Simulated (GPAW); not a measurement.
# InAs (Fm-3m) in GPAW: settings compared

Aim: see how the results for InAs move with the level of theory and the settings. Levels: LDA, PBEsol. Tasks: single point.

Program: GPAW 26.7.0. These are calculated values, not measurements. Logs are shortened: lines on timing, memory, paths and dates and some standing lists are left out, and cuts for length are marked. The log counts tension as positive stress, the text compression.

## (1) The crystal as given

The structure is cubic, space group Fm-3m (No. 225). The conventional cell has a = 5.755 Å, b = 5.755 Å, c = 5.755 Å, α = 90.00°, β = 90.00°, γ = 90.00°. Around In (site symmetry m-3m) lie 6 As at 2.88 Å. Around As (site symmetry m-3m) lie 6 In at 2.88 Å.

Measurements of this composition are mostly on another form, of space group No. 216.

## (2) Single point, LDA

File run.py:

```python
from ase.dft.bandgap import bandgap
from ase.io import read, write
from ase.units import GPa
from gpaw import GPAW, PW

atoms = read('InAs.xyz')

calc = GPAW(mode=PW(600),
            xc='LDA',
            kpts={'size': (8, 8, 8), 'gamma': True},
            occupations={'name': 'methfessel-paxton', 'order': 0, 'width': 0.05},
            nbands=18,
            convergence={'density': 1e-05, 'energy': 1e-05},
            maxiter=150,
            txt='gpaw.txt')
atoms.calc = calc
energy = atoms.get_potential_energy()
forces = atoms.get_forces()
stress = atoms.get_stress()
calc.write('gs.gpw')
write('result.traj', atoms)
print(f'Energy: {energy:.6f} eV')
print('Forces (eV/A):')
print(forces.round(4))
print('Stress (GPa):', (stress / GPa).round(3))
print('Fermi level:', round(calc.get_fermi_level(), 4), 'eV')
print(f'Gap: {bandgap(calc)[0]:.4f} eV, direct: {bandgap(calc, direct=True)[0]:.4f} eV')
```

File InAs.xyz:

```xyz
2
Lattice="0.0000000000 2.8773040000 2.8773040000 2.8773040000 0.0000000000 2.8773040000 2.8773040000 2.8773040000 0.0000000000" Properties=species:S:1:pos:R:3 pbc="T T T"
In     2.8773040000      2.8773040000      2.8773040000
As     0.0000000000      0.0000000000      0.0000000000
```

Potentials or basis: the program's PAW data sets (release 1.2.1) made for this functional, pw.

Started as:

```bash
> OMP_NUM_THREADS=1 python run.py
```

gpaw.txt:

```text
__  _  _
 | _ |_)|_||  |
 |__||  | ||/\| - 26.7.0

Input parameters:
  mode=PW(ecut=600.0),
  convergence={'density': 1e-05, 'energy': 1e-05},
  kpts=MonkhorstPack(size=(8, 8, 8), gamma=True),
  maxiter=150,
  nbands=18,
  occupations=Occupations(name='methfessel-paxton', order=0, width=0.05),
  xc=XC(name='LDA')

Diagonalizing LCAO Hamiltonian
Converting LCAO to pw mode

                In

       As

Atoms  # Å, Bohr magnetons
|   | symbol |        x |        y |        z |    initial magnetic moments |
|---|--------|----------|----------|----------|-----------------------------|
| 0 |     In | 2.877304 | 2.877304 | 2.877304 | ( 0.0000,  0.0000,  0.0000) |
| 1 |     As | 0.000000 | 0.000000 | 0.000000 | ( 0.0000,  0.0000,  0.0000) |

Unit cell  # Å
| periodic |        x |        y |        z |  lengths |    angles |
|----------|----------|----------|----------|----------|-----------|
|      yes | 0.000000 | 2.877304 | 2.877304 | 4.069122 | 60.000000 |
|      yes | 2.877304 | 0.000000 | 2.877304 | 4.069122 | 60.000000 |
|      yes | 2.877304 | 2.877304 | 0.000000 | 4.069122 | 60.000000 |

Number of symmetries: 48
Symmetry operations  # r_c * U_cc + t_c -> r_c
|    | kind |            matrix            |
|----|------|------------------------------|
|  0 |  σ   |  1, 0, 0,  1, 0,-1,  1,-1, 0 |
|  1 |  C2  |  1, 0, 0,  1,-1, 0,  1, 0,-1 |
|  2 |  E   |  1, 0, 0,  0, 1, 0,  0, 0, 1 |
|  3 |  σ   |  1, 0, 0,  0, 0, 1,  0, 1, 0 |
|  4 |  C4  |  1, 0,-1,  1, 0, 0,  1,-1, 0 |
|  5 |  S6  |  1, 0,-1,  1,-1, 0,  1, 0, 0 |
|  6 |  σ   |  1, 0,-1,  0, 1,-1,  0, 0,-1 |
|  7 |  C3  |  1, 0,-1,  0, 0,-1,  0, 1,-1 |
|  8 |  S6  |  1,-1, 0,  1, 0, 0,  1, 0,-1 |
|  9 |  C4  |  1,-1, 0,  1, 0,-1,  1, 0, 0 |
| 10 |  C3  |  1,-1, 0,  0,-1, 1,  0,-1, 0 |
| 11 |  σ   |  1,-1, 0,  0,-1, 0,  0,-1, 1 |
| 12 |  σ   |  0, 1, 0,  1, 0, 0,  0, 0, 1 |
| 13 |  C4  |  0, 1, 0,  0, 1,-1, -1, 1, 0 |
| 14 |  C3  |  0, 1, 0,  0, 0, 1,  1, 0, 0 |
| 15 |  S6  |  0, 1, 0, -1, 1, 0,  0, 1,-1 |
| 16 |  C2  |  0, 1,-1,  1, 0,-1,  0, 0,-1 |
| 17 |  σ   |  0, 1,-1,  0, 1, 0, -1, 1, 0 |
| 18 |  S4  |  0, 1,-1,  0, 0,-1,  1, 0,-1 |
| 19 |  C4  |  0, 1,-1, -1, 1, 0,  0, 1, 0 |
| 20 |  C3  |  0, 0, 1,  1, 0, 0,  0, 1, 0 |
| 21 |  σ   |  0, 0, 1,  0, 1, 0,  1, 0, 0 |
| 22 |  S6  |  0, 0, 1,  0,-1, 1, -1, 0, 1 |
| 23 |  C4  |  0, 0, 1, -1, 0, 1,  0,-1, 1 |
| 24 |  S4  |  0, 0,-1,  1, 0,-1,  0, 1,-1 |
| 25 |  C3  |  0, 0,-1,  0, 1,-1,  1, 0,-1 |
| 26 |  C2  |  0, 0,-1,  0,-1, 0, -1, 0, 0 |
| 27 |  S6  |  0, 0,-1, -1, 0, 0,  0,-1, 0 |
| 28 |  S4  |  0,-1, 1,  1,-1, 0,  0,-1, 0 |
| 29 |  C4  |  0,-1, 1,  0, 0, 1, -1, 0, 1 |
| 30 |  C2  |  0,-1, 1,  0,-1, 0,  1,-1, 0 |
| 31 |  σ   |  0,-1, 1, -1, 0, 1,  0, 0, 1 |
| 32 |  C3  |  0,-1, 0,  1,-1, 0,  0,-1, 1 |
| 33 |  S6  |  0,-1, 0,  0, 0,-1, -1, 0, 0 |
| 34 |  S4  |  0,-1, 0,  0,-1, 1,  1,-1, 0 |
| 35 |  C2  |  0,-1, 0, -1, 0, 0,  0, 0,-1 |
| 36 |  C2  | -1, 1, 0,  0, 1, 0,  0, 1,-1 |
| 37 |  S6  | -1, 1, 0,  0, 1,-1,  0, 1, 0 |
| 38 |  S4  | -1, 1, 0, -1, 0, 1, -1, 0, 0 |
| 39 |  C3  | -1, 1, 0, -1, 0, 0, -1, 0, 1 |
| 40 |  S6  | -1, 0, 1,  0, 0, 1,  0,-1, 1 |
| 41 |  C2  | -1, 0, 1,  0,-1, 1,  0, 0, 1 |
| 42 |  C3  | -1, 0, 1, -1, 1, 0, -1, 0, 0 |
| 43 |  S4  | -1, 0, 1, -1, 0, 0, -1, 1, 0 |
| 44 |  C2  | -1, 0, 0,  0, 0,-1,  0,-1, 0 |
| 45 |  i   | -1, 0, 0,  0,-1, 0,  0, 0,-1 |
| 46 |  σ   | -1, 0, 0, -1, 1, 0, -1, 0, 1 |
| 47 |  C2  | -1, 0, 0, -1, 0, 1, -1, 1, 0 |

BZ-sampling:
  Number of BZ points: 512
  Number of IBZ points: 29

  Monkhorst-Pack size: [8, 8, 8]
  Monkhorst-Pack shift: [0.0625, 0.0625, 0.0625]

K-points  # in reciprocal-cell coordinates
|     |                                coordinates |     weight |
|-----|--------------------------------------------|------------|
|   0 | (  0.00000000,   0.00000000,   0.00000000) | 0.00195312 |
|   1 | (  0.12500000,   0.12500000,   0.00000000) | 0.01171875 |
|   2 | (  0.12500000,   0.12500000,   0.12500000) | 0.01562500 |
|   3 | (  0.25000000,   0.12500000,   0.12500000) | 0.02343750 |
|   4 | (  0.25000000,   0.25000000,   0.00000000) | 0.01171875 |
|   5 | (  0.25000000,   0.25000000,   0.12500000) | 0.04687500 |
|   6 | (  0.25000000,   0.25000000,   0.25000000) | 0.01562500 |
|   7 | (  0.37500000,   0.25000000,  -0.37500000) | 0.04687500 |
|   8 | (  0.37500000,   0.25000000,   0.12500000) | 0.04687500 |
|   9 | (  0.37500000,   0.25000000,   0.25000000) | 0.04687500 |
| ... |                                            |            |
|  28 | (  0.50000000,   0.50000000,   0.50000000) | 0.00781250 |

Plane wave coefficients: 1639
Cutoff: 600.0 eV

Spin-components: 1 (collinear spins)
Bands:           18
Projectors:      11
Spin-degeneracy: 2
Datatype:        complex128

Parallelization:
  kpt:    1
  domain: 1
  band:   1

Density:
  Valence electrons: 18.0
  Components: 1
  Grid points: [24 24 24]
  Charge: 0.0  # |e|

Potential:
  Grid points: [24 24 24]

species:
  In:
    name:    Indium
    Z:       49.0
    valence: 13
    core:    36
    charge:  0.0  # [|e|]
    compensation charges:
      type: gauss
      rc: 0.36  # [Å]
      lmax: 2
    cutoffs:
      filter: 2.09  # [Å]
      core: 2.48  # [Å]
    projectors
    | kind |    occ | energy [eV] | rcut [Å] |
    |------|--------|-------------|----------|
    |   5s |  2.000 |      -8.474 |    1.185 |
    |   5p |  1.000 |      -2.700 |    1.244 |
    |   4d | 10.000 |     -18.723 |    1.148 |
    |    s |        |      18.738 |    1.185 |
    |    p |        |      24.512 |    1.244 |
    |    d |        |       8.489 |    1.148 |

    Using partial waves for In as LCAO basis

  As:
    name:    Arsenic
    Z:       33.0
    valence: 5
    core:    28
    charge:  0.0  # [|e|]
    compensation charges:
      type: gauss
      rc: 0.33  # [Å]
      lmax: 2
    cutoffs:
      filter: 1.87  # [Å]
      core: 2.96  # [Å]
    projectors
    | kind |    occ | energy [eV] | rcut [Å] |
    |------|--------|-------------|----------|
    |   4s |  2.000 |     -14.691 |    1.058 |
    |   4p |  3.000 |      -5.342 |    1.058 |
    |    s |        |      12.520 |    1.058 |
    |    p |        |      21.869 |    1.058 |
    |    d |        |       0.000 |    1.058 |

    Using partial waves for As as LCAO basis

Reference energy: -221254.198245  # eV

eigensolver:
  PPCG
  Converge bands: occupied
  niter=2

density mixing:
  MSR1-Mixer
  Pratt-step length: 0.05
  Maximum mixing coefficient: 0.75
  Old densities: 10
  SVD Regularization: 0.005
  Good broyden scale: 1.0
  Trust region scale: 1.0
  Backstep threshold: 4.0
  History deletion threshold: 6.0
  Fourier metric: weight=20.0, sigma=0.015

occupation numbers:
  Methfessel-Paxton:
    width: 0.0500  # eV
    order: 0

poisson solver:
  ecut: 4800.0  # eV

xc functional:
  name: None

convergence criteria:
[... 6 lines left out ...]
|iter     | |      energy | eigst |  dens |
|---------|-|-------------|-------|-------|
|iter:   1| |   -9.079157 | -0.42 |       |
|iter:   2| |   -9.044172 | -2.56 | -1.31 |
|iter:   3| |   -8.934944 | -2.27 | -1.35 |
|iter:   4| |   -8.932509 | -3.90 | -1.87 |
|iter:   5| |   -8.932074 | -4.47 | -2.33 |
|iter:   6| |   -8.932076 | -5.90 | -3.30 |
|iter:   7| |   -8.932076c| -7.35 | -3.84 |
|iter:   8| |   -8.932076c| -7.62c| -4.47 |
|iter:   9| |   -8.932076c| -8.29c| -5.35c|

Converged in 9 steps
Energy contributions relative to reference atoms: (reference = -221254.198245)

Energy contributions:
  Kinetic:          15.744857
  Coulomb:         -14.780297
  Zero:              0.109196
  External:          0.000000
  Xc:              -10.005485
  Entropy:          -0.000695
  Spinorbit:         0.000000
  ----------------------------
  Free energy:      -8.932424
  Extrapolated:     -8.932076

dipole moment: (-19.196170, -19.196170, -19.196170)  # |e|*Ang

Fermi level: 6.004
Eigenvalues  # (at kpt = [0.000, 0.000, 0.000])
| band index |      eig [eV] | occ [0-2] |
|------------|---------------|-----------|
|          0 |        -8.117 |     2.000 |
|        ... |               |           |
|          2 |        -8.090 |     2.000 |
|          3 |        -8.090 |     2.000 |
|          4 |        -8.090 |     2.000 |
|          5 |        -6.151 |     2.000 |
|          6 |         5.126 |     2.000 |
|          7 |         5.773 |     2.000 |
[... 8 lines left out ...]
|         16 |        14.833 |     0.000 |
|         17 |        16.320 |     0.000 |

No gap
No difference between direct/indirect transitions

Forces  # eV/Ang
|        x |       y |        z |
|----------|---------|----------|
| -0.00000 | 0.00000 |  0.00000 |  # In   0
|  0.00000 | 0.00000 | -0.00000 |  # As   1

Stress tensor  # eV/Ang^3
|        x |        y |        z |
|----------|----------|----------|
| 0.033038 | 0.000000 | 0.000000 |
| 0.000000 | 0.033038 | 0.000000 |
| 0.000000 | 0.000000 | 0.033038 |

# Writing to gs.gpw (mode='')
```

Wall time 6.7 s (1 thread of AMD EPYC 9R45 (Zen 5), shared host); peak memory 0.16 GiB.

What came out:

```yaml
Free_energy: -8.9324 eV
Pressure: -5.3 GPa
Band_gap_on_the_k_mesh: none (metal or under the smearing width)
```

Levels at points of the mesh, in eV from the Fermi level:
```tsv
k point	band 6	band 7	band 8	band 9	band 10	band 11	band 12	band 13
(0.00, 0.00, 0.00)	-12.15	-0.88	-0.23	-0.23	-0.23	7.26	7.26	7.26
(0.50, 0.50, 0.00)	-9.61	-4.71	-3.08	-2.25	-2.25	3.93	9.03	9.03
(0.50, 0.50, 0.50)	-10.51	-6.56	0.19	0.19	2.03	3.19	3.19	4.28
```

## (3) Single point, PBEsol

Edit run.py of step 2 so:

```diff
@@ -2,9 +2,12 @@
 from ase.io import read, write
-from ase.units import GPa
-from gpaw import GPAW, PW
+from ase.units import Bohr, GPa
+from gpaw import GPAW, PW, setup_paths
+from gpaw.elf import elf_from_dft_calculation
 
-atoms = read('InAs.xyz')
+setup_paths.insert(0, '.')
+
+atoms = read('POSCAR')
 
 calc = GPAW(mode=PW(600),
-            xc='LDA',
+            xc='PBEsol',
             kpts={'size': (8, 8, 8), 'gamma': True},
@@ -27 +30,6 @@
 print(f'Gap: {bandgap(calc)[0]:.4f} eV, direct: {bandgap(calc, direct=True)[0]:.4f} eV')
+
+# fields on the real-space grid
+write('density.cube', atoms, data=calc.get_pseudo_density() * Bohr**3)
+write('potential.cube', atoms, data=calc.get_electrostatic_potential())
+write('elf.cube', atoms, data=elf_from_dft_calculation(calc).data)
```

File POSCAR:

```
InAs
1.0
    0.0000000000      2.8773040000      2.8773040000
    2.8773040000      0.0000000000      2.8773040000
    2.8773040000      2.8773040000      0.0000000000
In As
1 1
Direct
    0.5000000000      0.5000000000      0.5000000000
    0.0000000000      0.0000000000      0.0000000000
```

Potentials or basis: PAW data sets generated in the run's folder for this functional, pw.

Started as:

```bash
> gpaw-setup -f PBEsol As In
> OMP_NUM_THREADS=1 python run.py
```

gpaw.txt:

```text
__  _  _
 | _ |_)|_||  |
 |__||  | ||/\| - 26.7.0

Input parameters:
  mode=PW(ecut=600.0),
  convergence={'density': 1e-05, 'energy': 1e-05},
  kpts=MonkhorstPack(size=(8, 8, 8), gamma=True),
  maxiter=150,
  nbands=18,
  occupations=Occupations(name='methfessel-paxton', order=0, width=0.05),
  xc=XC(name='PBEsol')

Diagonalizing LCAO Hamiltonian
Converting LCAO to pw mode

                In

       As

Atoms  # Å, Bohr magnetons
|   | symbol |        x |        y |        z |    initial magnetic moments |
|---|--------|----------|----------|----------|-----------------------------|
| 0 |     In | 2.877304 | 2.877304 | 2.877304 | ( 0.0000,  0.0000,  0.0000) |
| 1 |     As | 0.000000 | 0.000000 | 0.000000 | ( 0.0000,  0.0000,  0.0000) |

Unit cell  # Å
| periodic |        x |        y |        z |  lengths |    angles |
|----------|----------|----------|----------|----------|-----------|
|      yes | 0.000000 | 2.877304 | 2.877304 | 4.069122 | 60.000000 |
|      yes | 2.877304 | 0.000000 | 2.877304 | 4.069122 | 60.000000 |
|      yes | 2.877304 | 2.877304 | 0.000000 | 4.069122 | 60.000000 |

Number of symmetries: 48
Symmetry operations  # r_c * U_cc + t_c -> r_c
|    | kind |            matrix            |
|----|------|------------------------------|
|  0 |  σ   |  1, 0, 0,  1, 0,-1,  1,-1, 0 |
|  1 |  C2  |  1, 0, 0,  1,-1, 0,  1, 0,-1 |
|  2 |  E   |  1, 0, 0,  0, 1, 0,  0, 0, 1 |
|  3 |  σ   |  1, 0, 0,  0, 0, 1,  0, 1, 0 |
|  4 |  C4  |  1, 0,-1,  1, 0, 0,  1,-1, 0 |
|  5 |  S6  |  1, 0,-1,  1,-1, 0,  1, 0, 0 |
|  6 |  σ   |  1, 0,-1,  0, 1,-1,  0, 0,-1 |
|  7 |  C3  |  1, 0,-1,  0, 0,-1,  0, 1,-1 |
|  8 |  S6  |  1,-1, 0,  1, 0, 0,  1, 0,-1 |
|  9 |  C4  |  1,-1, 0,  1, 0,-1,  1, 0, 0 |
| 10 |  C3  |  1,-1, 0,  0,-1, 1,  0,-1, 0 |
| 11 |  σ   |  1,-1, 0,  0,-1, 0,  0,-1, 1 |
| 12 |  σ   |  0, 1, 0,  1, 0, 0,  0, 0, 1 |
| 13 |  C4  |  0, 1, 0,  0, 1,-1, -1, 1, 0 |
| 14 |  C3  |  0, 1, 0,  0, 0, 1,  1, 0, 0 |
| 15 |  S6  |  0, 1, 0, -1, 1, 0,  0, 1,-1 |
| 16 |  C2  |  0, 1,-1,  1, 0,-1,  0, 0,-1 |
| 17 |  σ   |  0, 1,-1,  0, 1, 0, -1, 1, 0 |
| 18 |  S4  |  0, 1,-1,  0, 0,-1,  1, 0,-1 |
| 19 |  C4  |  0, 1,-1, -1, 1, 0,  0, 1, 0 |
| 20 |  C3  |  0, 0, 1,  1, 0, 0,  0, 1, 0 |
| 21 |  σ   |  0, 0, 1,  0, 1, 0,  1, 0, 0 |
| 22 |  S6  |  0, 0, 1,  0,-1, 1, -1, 0, 1 |
| 23 |  C4  |  0, 0, 1, -1, 0, 1,  0,-1, 1 |
| 24 |  S4  |  0, 0,-1,  1, 0,-1,  0, 1,-1 |
| 25 |  C3  |  0, 0,-1,  0, 1,-1,  1, 0,-1 |
| 26 |  C2  |  0, 0,-1,  0,-1, 0, -1, 0, 0 |
| 27 |  S6  |  0, 0,-1, -1, 0, 0,  0,-1, 0 |
| 28 |  S4  |  0,-1, 1,  1,-1, 0,  0,-1, 0 |
| 29 |  C4  |  0,-1, 1,  0, 0, 1, -1, 0, 1 |
| 30 |  C2  |  0,-1, 1,  0,-1, 0,  1,-1, 0 |
| 31 |  σ   |  0,-1, 1, -1, 0, 1,  0, 0, 1 |
| 32 |  C3  |  0,-1, 0,  1,-1, 0,  0,-1, 1 |
[... 93 lines left out ...]
    charge:  0.0  # [|e|]
    compensation charges:
      type: gauss
      rc: 0.33  # [Å]
      lmax: 2
    cutoffs:
      filter: 1.87  # [Å]
      core: 2.96  # [Å]
    projectors
    | kind |    occ | energy [eV] | rcut [Å] |
    |------|--------|-------------|----------|
    |   4s |  2.000 |     -14.495 |    1.058 |
    |   4p |  3.000 |      -5.197 |    1.058 |
    |    s |        |      12.716 |    1.058 |
    |    p |        |      22.014 |    1.058 |
    |    d |        |       0.000 |    1.058 |

    Using partial waves for As as LCAO basis

Reference energy: -221362.052302  # eV

eigensolver:
  PPCG
  Converge bands: occupied
  niter=2

density mixing:
  MSR1-Mixer
  Pratt-step length: 0.05
  Maximum mixing coefficient: 0.75
  Old densities: 10
  SVD Regularization: 0.005
  Good broyden scale: 1.0
  Trust region scale: 1.0
  Backstep threshold: 4.0
  History deletion threshold: 6.0
  Fourier metric: weight=20.0, sigma=0.015

occupation numbers:
  Methfessel-Paxton:
    width: 0.0500  # eV
    order: 0

poisson solver:
  ecut: 4800.0  # eV

xc functional:
  name: PBEsol with 2 nearest neighbor stencil

convergence criteria:
[... 6 lines left out ...]
|iter     | |      energy | eigst |  dens |
|---------|-|-------------|-------|-------|
|iter:   1| |   -8.551780 | -0.44 |       |
|iter:   2| |   -8.516795 | -2.57 | -1.30 |
|iter:   3| |   -8.405695 | -2.19 | -1.34 |
|iter:   4| |   -8.405265 | -3.76 | -1.91 |
|iter:   5| |   -8.405097 | -4.29 | -2.34 |
|iter:   6| |   -8.405102c| -5.68 | -3.19 |
|iter:   7| |   -8.405102c| -7.29 | -3.79 |
|iter:   8| |   -8.405101c| -7.73c| -4.34 |
|iter:   9| |   -8.405101c| -8.37c| -5.25c|

Converged in 9 steps
Energy contributions relative to reference atoms: (reference = -221362.052302)

Energy contributions:
  Kinetic:          16.603311
  Coulomb:         -15.566458
  Zero:              0.122725
  External:          0.000000
  Xc:               -9.564305
  Entropy:          -0.000749
  Spinorbit:         0.000000
  ----------------------------
  Free energy:      -8.405476
  Extrapolated:     -8.405101

dipole moment: (-19.135803, -19.135803, -19.135803)  # |e|*Ang

Fermi level: 6.169
Eigenvalues  # (at kpt = [0.000, 0.000, 0.000])
| band index |      eig [eV] | occ [0-2] |
|------------|---------------|-----------|
|          0 |        -7.950 |     2.000 |
|        ... |               |           |
|          2 |        -7.926 |     2.000 |
|          3 |        -7.926 |     2.000 |
|          4 |        -7.926 |     2.000 |
|          5 |        -5.948 |     2.000 |
|          6 |         5.461 |     2.000 |
|          7 |         5.958 |     2.000 |
[... 8 lines left out ...]
|         16 |        14.894 |     0.000 |
|         17 |        16.405 |     0.000 |

No gap
No difference between direct/indirect transitions

Forces  # eV/Ang
|        x |        y |        z |
|----------|----------|----------|
| -0.00000 |  0.00000 |  0.00000 |  # In   0
|  0.00000 | -0.00000 | -0.00000 |  # As   1

Stress tensor  # eV/Ang^3
|        x |        y |        z |
|----------|----------|----------|
| 0.022086 | 0.000000 | 0.000000 |
| 0.000000 | 0.022086 | 0.000000 |
| 0.000000 | 0.000000 | 0.022086 |

# Writing to gs.gpw (mode='')
```

stdout:

```text
Energy: -8.405101 eV
Forces (eV/A):
[[-0.  0.  0.]
 [ 0. -0. -0.]]
Stress (GPa): [3.539 3.539 3.539 0.    0.    0.   ]
Fermi level: 6.1694 eV
Gap: 0.0000 eV, direct: 0.0000 eV
```

Wall time 8.5 s (1 thread of AMD EPYC 9R45 (Zen 5), shared host); peak memory 0.17 GiB.

Results:

* Free energy: -8.4055 eV
* Pressure: -3.5 GPa
* Band gap on the k mesh: none (metal or under the smearing width)

Levels at points of the mesh, in eV from the Fermi level:
```
           k point  band 5  band 6  band 7  band 8  band 9  band 10  band 11  band 12  band 13  band 14
(0.00, 0.00, 0.00)  -14.10  -12.12   -0.71   -0.21   -0.21    -0.21     7.17     7.17     7.17     7.44
(0.50, 0.50, 0.00)  -14.01   -9.55   -4.73   -2.96   -2.25    -2.25     3.83     9.14     9.14     9.94
(0.50, 0.50, 0.50)  -14.04  -10.45   -6.52    0.19    0.19     2.04     3.22     3.22     4.38    10.55
```

(Continued in part 2 of 2.)
